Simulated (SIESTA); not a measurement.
Runs of SIESTA 5.4.2 on CuO (Tenorite). The structure is monoclinic, space group C2/c (No. 15). The conventional cell has a = 4.684 Å, b = 3.423 Å, c = 5.129 Å, α = 90.00°, β = 99.54°, γ = 90.00°. Cu (site symmetry -1) has 4 O at 1.95 to 1.96 Å as nearest neighbours. O (site symmetry 2) is surrounded by 4 Cu at 1.95 to 1.96 Å. 

```tsv
level	potentials or basis	gap on the mesh (eV)	pressure (GPa)	largest force (eV/Å)
BLYP	PseudoDojo 0.4 standard (PBE files), DZP (energy shift 0.003 Ry; two zetas on semicore shells)	none	13.6	0.08
RPBE	PseudoDojo 0.4 standard (PBE files), DZP (energy shift 0.003 Ry; two zetas on semicore shells)	none	(a)	0.01
AM05	PseudoDojo 0.4 standard (PBEsol files), DZP (energy shift 0.003 Ry; two zetas on semicore shells)	none	-1.3	0.22
LDA	PseudoDojo 0.4 standard (LDA files), DZP (energy shift 0.003 Ry; two zetas on semicore shells)	none	-8.0	0.31
WC	PseudoDojo 0.4 standard (PBEsol files), DZP (energy shift 0.003 Ry; two zetas on semicore shells)	none	-1.1	(b)
```

Alike in all rows: task single point; no spin polarisation; cell as given; k mesh 10 × 10 × 5; smearing fermi-dirac 0.05 eV; grid cutoff 800 Ry; energy shift 0.003 Ry.

Problem. Fill in the values left out.

Solution. (a) 12.5; (b) 0.20.

Caveats: short orbitals over semicore shells can move pressures by several GPa; the basis of atomic orbitals isn't converged, which shifts pressures, moduli and gaps; the run has no spin polarisation, though such a crystal can be magnetic; semilocal functionals often make such compounds metallic where correlation or magnetic order opens a gap, which also shifts bond lengths; the potentials were made for another functional, which shifts forces and pressure (some runs).

A gap of «none» marks a metal or a gap under the smearing width.
